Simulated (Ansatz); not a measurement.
# Au (P6_3/mmc) in Ansatz: further runs

Runs on Au. Level: r2SCAN. Tasks: single point, equation of state.

Program: Ansatz 0.2.0. These are calculated values, not measurements. Logs are shortened: lines on timing, memory, paths and dates and some standing lists are left out, and cuts for length are marked.

### Step 1. Starting point

The structure is hexagonal, space group P6_3/mmc (No. 194). The conventional cell has a = 2.900 Å, b = 2.900 Å, c = 4.880 Å, α = 90.00°, β = 90.00°, γ = 120.00°. Around Au (site symmetry -6m2) lie 12 Au at 2.90 to 2.96 Å.

This isn't the form of Au at room conditions, which is fcc.

### Step 2. Single point, r2SCAN, 16.70 Å³/atom (volume scaled by 0.94)

File input.yaml:

```yaml
crystal:
  lattice:
    - [2.8407997153, 0.0, 0.0]
    - [-1.4203998576, 2.4602047205, 0.0]
    - [0.0, 0.0, 4.7803802105]
  atoms:
    - { symbol: Au, position: [0.6666666667, 0.3333333333, 0.25] }
    - { symbol: Au, position: [0.3333333333, 0.6666666667, 0.75] }
hamiltonian:
  xc: r2scan
  pseudopotentials: { kind: paw }
kpoints:
  mp_grid: { grid: [11, 11, 6] }
scf:
  occupations: { method: fermi_dirac, width: 0.05 }
output:
  forces: true
  stress: true
  eigenvalues: true
```

Potentials or basis: Ansatz PAW.

Started as:

```console
$ ansatz run input.yaml --threads 2 --pin off --max-ram 5632MiB --backend cpu --events-out ev --progress --plain --runs-dir out
```

Log:

```text
Warning: RAYON_NUM_THREADS=2 ignored (pool sized by the plan → 2); use --threads N
Engine: ansatz 0.2.0, aarch64-unknown-linux-gnu
Pseudopotentials: kind: paw
Pseudopotential: Au, paw, valence charge 19, recommended cutoff 500 eV (meta_gga), Au.paw.azcp
Functional definition: r2SCAN
  parameter k0 = 0.174
  parameter k1 = 0.065
  parameter a1 = 4.9479
  exchange = r2scan_x(k0 = k0, k1 = k1, a1 = a1)
  correlation = r2scan_c
Crystal: 2 atoms, lattice volume = 33.410 Å³
Basis set: ecut = 500 eV, 869 PW (Γ), exchange–correlation on 96×96×144 points (64 copies of the dense FFT grid, shifted against one another)
Bands: 23, of which v1, the nominal top of the filled ones, is band 19 counted from 1 (18 counted from 0)
Symmetry: 24 space group operations
Space group: P63/mmc (ITA 194), of the structure as read, at distance tolerance 3.2e-5 Å
k-points: 64 of 726
Non-local potential: Au, projectors of the file, l = 0: 3, l = 1: 2, l = 2: 2, l = 3: 1
PAW form: soft (Blöchl's): semilocal exchange-correlation on the pseudo side does not see the compensation charge
PAW frozen core: Au, regenerated for the run's functional (the file was generated under x = pbe(κ = 0.804, μ = 0.2195149727645171), c = pbe(β = 0.06672455060314922))
PAW one-centre angular grid: Au, 590 points (default); XC on 160 Gauss nodes
Initial density: superposition of atomic densities (neutral atoms: chi_scale 0, normalization atom), corrected by the library's trained network
Initial wavefunctions: pseudopotential atomic-orbital guess
Functional: x = r2scan, c = r2scan; τ floored in thin density (d = 2e-4 eV/Å³)
SCF iter   1: F=—  HF=-26326.975784 eV  |F-HF|=—  |Δ(HF+E_count)|=         —  Δρ=1.47e-2  dr2=7.15e-2  dr2_τ=6.81e-3  ethr=1.77e-3  ⟨swp⟩=5.0  Hψ=5683  notcnv=0
preconditioner: auto → Kerker (q_TF=auto, 2.787 Å⁻¹)  [metal: Δε(μ)=0.039 eV  Ē_g=11.885 eV  σ=0.050 eV  W_gap=0.19  n_scr=10 (ndim 8)  ℏωp=30.1 eV  f_vac=0.000  D(μ)=1.08/eV (n_scr^D=2)]
SCF iter   2: F=—  HF=-26326.961991 eV  |F-HF|=—  |Δ(HF+E_count)|=   1.38e-2  Δρ=6.19e-3  dr2=1.18e-2  dr2_τ=1.94e-3  ethr=1.88e-4  ⟨swp⟩=2.6  Hψ=2692  notcnv=0  defer=6
SCF iter   3: F=—  HF=-26326.962293 eV  |F-HF|=—  |Δ(HF+E_count)|=   3.02e-4  Δρ=2.07e-3  dr2=1.11e-3  dr2_τ=5.51e-5  ethr=3.10e-5  ⟨swp⟩=2.0  Hψ=2297  notcnv=0  defer=6
SCF iter   4: F=—  HF=-26326.962672 eV  |F-HF|=—  |Δ(HF+E_count)|=   3.79e-4  Δρ=5.78e-4  dr2=7.28e-5  dr2_τ=5.81e-6  ethr=2.91e-6  ⟨swp⟩=2.0  Hψ=2687  notcnv=0  defer=6
SCF iter   5: F=—  HF=-26326.962713 eV  |F-HF|=—  |Δ(HF+E_count)|=   4.08e-5  Δρ=1.89e-4  dr2=1.33e-5  dr2_τ=7.53e-7  ethr=1.92e-7  ⟨swp⟩=2.8  Hψ=2635  notcnv=0  defer=6
SCF iter   6: F=—  HF=-26326.962713 eV  |F-HF|=—  |Δ(HF+E_count)|=   7.37e-8  Δρ=3.23e-5  dr2=3.30e-7  dr2_τ=1.45e-8  ethr=3.49e-8  ⟨swp⟩=2.0  Hψ=2157  notcnv=0  defer=6
SCF iter   7: F=-26326.962713 eV  HF=-26326.962713 eV  |F-HF|=1.26e-8  |Δ(HF+E_count)|=   2.04e-7  Δρ=9.67e-6  dr2=3.02e-8  dr2_τ=3.71e-9  ethr=2.63e-10  ⟨swp⟩=5.7  Hψ=6192  notcnv=0
SCF 1 converged in 7 iterations: F = -26326.962713 eV  dr2 = 3.02e-8
SCF converged after 7 iterations
Free energy (F): -26326.962713 eV
Harris-Foulkes:  -26326.962713 eV  (|F-HF|=1.26e-8)
Internal energy: -26326.954476 eV  (E = F + TS)
E sigma→0 (E₀):  -26326.958595 eV
Entropy (-TS):   -0.008237 eV (-4.118 meV/atom)
Fermi energy:    21.039131 eV
--- Per-component energies (eV) ---
  E_band       = -434.512027
  E_kinetic    = 1212.752479
  E_local      = -3362.677158  (includes V_loc(G=0)·N_el)
  E_nonlocal   = 151.734807
  E_hartree    = 1443.585835
  E_xc         = -437.036493
  E_vxc        = -614.709469  (∫ρ·V_xc dr)
  E_paw        = -19462.561876  (= ΣΔE_a)
  E_vpaw       = -750.682340  (= ΣTr[D̂ρ^β])
  E_aug_tail   = 0.001413  (compensation charges beyond the density's cutoff)
  E_vtau       = 41.887307  (kinetic-family band-sum trace: ∫τ·v_τ [+ j·A + Jᵃ·Aᵃ] dr)
  E_ewald      = -5872.400835
  E_core_change = -0.352647  (= ΣΔE_core)
  E_smearing   = -0.008237  (= −TS)
  E_closure    = 0.000000  (closes the sum)
  Σ components = -26326.962713   (vs F -26326.962713, Δ=0.00e0)
--- Forces (eV/Å), atoms counted from 1 ---
  atom   1  Au     0.00000000     0.00000000     0.00000000
  atom   2  Au    -0.00000000    -0.00000000     0.00000000
  max |Σ_I F_I| component: 1.85e-17 eV/Å
--- Stress (GPa, compression-positive) ---
        9.446423       0.000000       0.000000
        0.000000       9.446423       0.000000
        0.000000       0.000000       8.044391
  P = ⅓ Tr σ = 8.9791 GPa (89.791 kbar)
--- Band table (eV; the first three rows and the last of 64) ---
  k-point 0: bands = ["-86.6720", "-86.6597", "-37.6629", "-37.4568", "-37.4568", "-37.4326", "-37.4247", "-37.4247", "10.7387", "13.1546", "15.7647", "16.0816", "16.0816", "16.4095", "16.4095", "17.1489", "17.1489", "18.5999", "18.5999", "19.9407", "23.8932", "36.3244", "37.3881"]
  k-point 1: bands = ["-86.6712", "-86.6605", "-37.6477", "-37.4546", "-37.4546", "-37.4482", "-37.4268", "-37.4268", "10.9795", "13.1499", "15.7122", "16.0321", "16.0321", "16.3398", "16.3398", "17.3236", "17.3236", "18.5606", "18.5606", "18.5965", "25.6873", "35.8009", "37.7503"]
  k-point 2: bands = ["-86.6689", "-86.6628", "-37.6059", "-37.4907", "-37.4487", "-37.4487", "-37.4327", "-37.4327", "11.6444", "13.0238", "15.6348", "15.9876", "15.9876", "16.1833", "16.1833", "16.8128", "17.7078", "17.7078", "18.4089", "18.4089", "28.8789", "34.8447", "37.0362"]
  k-point 63: bands = ["-86.6533", "-86.6533", "-37.6381", "-37.6381", "-37.5822", "-37.5822", "-37.4837", "-37.4837", "14.5365", "14.5365", "15.3393", "15.3393", "16.0871", "16.0871", "17.0913", "17.0913", "18.7011", "18.7011", "25.0896", "25.0896", "25.9033", "25.9033", "28.8987"]
```

It took 3.2 s on 2 threads of Arm Neoverse V2, shared host; peak memory 0.41 GiB.

Results:

* Free energy: -26326.9627 eV
* Pressure: 9.0 GPa
* Band gap on the k mesh: none (metal or under the smearing width)

Caveat: the PAW data sets come from PBE, with cores solved anew for the run's functional, which leaves a small shift of forces and pressure.

### Step 3. Single point, r2SCAN, 17.06 Å³/atom (volume scaled by 0.96)

input.yaml: that of step 2 with these lines changed.

```diff
@@ -2,5 +2,5 @@
   lattice:
-    - [2.8407997153, 0.0, 0.0]
-    - [-1.4203998576, 2.4602047205, 0.0]
-    - [0.0, 0.0, 4.7803802105]
+    - [2.8608060062, 0.0, 0.0]
+    - [-1.4304030031, 2.4775306767, 0.0]
+    - [0.0, 0.0, 4.8140459691]
   atoms:
@@ -19 +19,5 @@
   eigenvalues: true
+  write_density: true
+  write_potential: true
+  elf: true
+  volumetric_format: npy
```

Potentials or basis: Ansatz PAW.

Started as:

```console
$ ansatz run input.yaml --threads 2 --pin off --max-ram 5632MiB --backend cpu --events-out ev --progress --plain --runs-dir out
```

Wall time 3.9 s (2 threads of Arm Neoverse V2, shared host); peak memory 0.42 GiB.

The run converged. Its results:

```
Free energy            : -26326.9934 eV
Pressure               : 4.9 GPa
Band gap on the k mesh : none (metal or under the smearing width)
```

Caveat: the PAW data sets come from PBE, with cores solved anew for the run's functional, which leaves a small shift of forces and pressure.

### Step 4. Single point, r2SCAN, 17.42 Å³/atom (volume scaled by 0.98)

input.yaml: that of step 3 with these lines changed.

```diff
@@ -2,5 +2,5 @@
   lattice:
-    - [2.8608060062, 0.0, 0.0]
-    - [-1.4304030031, 2.4775306767, 0.0]
-    - [0.0, 0.0, 4.8140459691]
+    - [2.8805363263, 0.0, 0.0]
+    - [-1.4402681631, 2.4946176351, 0.0]
+    - [0.0, 0.0, 4.8472473353]
   atoms:
@@ -19,5 +19 @@
   eigenvalues: true
-  write_density: true
-  write_potential: true
-  elf: true
-  volumetric_format: npy
```

Started as:

```console
$ ansatz run input.yaml --threads 2 --pin off --max-ram 5632MiB --backend cpu --events-out ev --progress --plain --runs-dir out
```

Wall time 3.1 s (2 threads of Arm Neoverse V2, shared host); peak memory 0.42 GiB.

The run converged. Its results:

```yaml
Free_energy: -26327.0074 eV
Pressure: 1.4 GPa
Band_gap_on_the_k_mesh: none (metal or under the smearing width)
```

Caveat: the PAW data sets come from PBE, with cores solved anew for the run's functional, which leaves a small shift of forces and pressure.

### Step 5. Single point, r2SCAN, 17.77 Å³/atom

input.yaml: that of step 4 with these lines changed.

```diff
@@ -2,5 +2,5 @@
   lattice:
-    - [2.8805363263, 0.0, 0.0]
-    - [-1.4402681631, 2.4946176351, 0.0]
-    - [0.0, 0.0, 4.8472473353]
+    - [2.9, 0.0, 0.0]
+    - [-1.45, 2.511473671, 0.0]
+    - [0.0, 0.0, 4.88]
   atoms:
```

Started as:

```console
$ ansatz run input.yaml --threads 2 --pin off --max-ram 5632MiB --backend cpu --events-out ev --progress --plain --runs-dir out
```

It took 3.1 s on 2 threads of Arm Neoverse V2, shared host; peak memory 0.42 GiB.

Results (log left out):

* Free energy: -26327.0067 eV
* Pressure: -1.7 GPa
* Band gap on the k mesh: none (metal or under the smearing width)

Caveat: the PAW data sets come from PBE, with cores solved anew for the run's functional, which leaves a small shift of forces and pressure.

### Step 6. Single point, r2SCAN, 18.13 Å³/atom (volume scaled by 1.02)

input.yaml: that of step 5 with these lines changed.

```diff
@@ -2,5 +2,5 @@
   lattice:
-    - [2.9, 0.0, 0.0]
-    - [-1.45, 2.511473671, 0.0]
-    - [0.0, 0.0, 4.88]
+    - [2.9192058577, 0.0, 0.0]
+    - [-1.4596029289, 2.5281064317, 0.0]
+    - [0.0, 0.0, 4.9123188227]
   atoms:
@@ -19 +19,5 @@
   eigenvalues: true
+  write_density: true
+  write_potential: true
+  elf: true
+  volumetric_format: npy
```

Potentials or basis: Ansatz PAW.

Started as:

```console
$ ansatz run input.yaml --threads 2 --pin off --max-ram 5632MiB --backend cpu --events-out ev --progress --plain --runs-dir out
```

It took 3.9 s on 2 threads of Arm Neoverse V2, shared host; peak memory 0.42 GiB.

It converged, with:

```
Free energy            : -26326.9933 eV
Pressure               : -4.3 GPa
Band gap on the k mesh : none (metal or under the smearing width)
```

Caveat: the PAW data sets come from PBE, with cores solved anew for the run's functional, which leaves a small shift of forces and pressure.

### Step 7. Single point, r2SCAN, 18.48 Å³/atom (volume scaled by 1.04)

input.yaml: that of step 6 with these lines changed.

```diff
@@ -2,5 +2,5 @@
   lattice:
-    - [2.9192058577, 0.0, 0.0]
-    - [-1.4596029289, 2.5281064317, 0.0]
-    - [0.0, 0.0, 4.9123188227]
+    - [2.9381622711, 0.0, 0.0]
+    - [-1.4690811355, 2.5445231672, 0.0]
+    - [0.0, 0.0, 4.9442178906]
   atoms:
```

Started as:

```console
$ ansatz run input.yaml --threads 2 --pin off --max-ram 5632MiB --backend cpu --events-out ev --progress --plain --runs-dir out
```

It took 4.2 s on 2 threads of Arm Neoverse V2, shared host; peak memory 0.43 GiB.

The run converged. Its results:

| Item | Value |
| --- | --- |
| Free energy | -26326.9688 eV |
| Pressure | -6.7 GPa |
| Band gap on the k mesh | none (metal or under the smearing width) |

Caveat: the PAW data sets come from PBE, with cores solved anew for the run's functional, which leaves a small shift of forces and pressure.

### Step 8. Single point, r2SCAN, 18.84 Å³/atom (volume scaled by 1.06)

input.yaml: that of step 7 with these lines changed.

```diff
@@ -2,5 +2,5 @@
   lattice:
-    - [2.9381622711, 0.0, 0.0]
-    - [-1.4690811355, 2.5445231672, 0.0]
-    - [0.0, 0.0, 4.9442178906]
+    - [2.956877185, 0.0, 0.0]
+    - [-1.4784385925, 2.5607307581, 0.0]
+    - [0.0, 0.0, 4.9757105734]
   atoms:
@@ -19,5 +19 @@
   eigenvalues: true
-  write_density: true
-  write_potential: true
-  elf: true
-  volumetric_format: npy
```

Started as:

```console
$ ansatz run input.yaml --threads 2 --pin off --max-ram 5632MiB --backend cpu --events-out ev --progress --plain --runs-dir out
```

It took 3.4 s on 2 threads of Arm Neoverse V2, shared host; peak memory 0.43 GiB.

It converged, with:

| Item | Value |
| --- | --- |
| Free energy | -26326.9348 eV |
| Pressure | -8.7 GPa |
| Band gap on the k mesh | none (metal or under the smearing width) |

Caveat: the PAW data sets come from PBE, with cores solved anew for the run's functional, which leaves a small shift of forces and pressure.

### Step 9. Equation of state, r2SCAN

Potentials or basis: Ansatz PAW.

No new run: the results of the series are fitted here.

Results:

| Property | Result |
| --- | --- |
| Equilibrium volume | 17.57 Å³/atom |
| Bulk modulus at fixed shape and positions | 153 GPa |
| Pressure derivative of the bulk modulus | 5.8 |

Energy against volume, from the lowest point:
| volume (Å³/atom) | energy (meV/atom) |
| --- | --- |
| 16.705 | 22.33 |
| 17.060 | 6.98 |
| 17.416 | 0.00 |
| 17.771 | 0.34 |
| 18.127 | 7.03 |
| 18.482 | 19.28 |
| 18.837 | 36.31 |

Caveat: the cell was scaled at fixed shape and fractional positions, which overstates the stiffness of a crystal with free parameters, most of all of layers and chains; the PAW data sets were made with another functional, which shifts forces and pressure a little. Spin-orbit coupling is left out, which matters for the levels of Au.
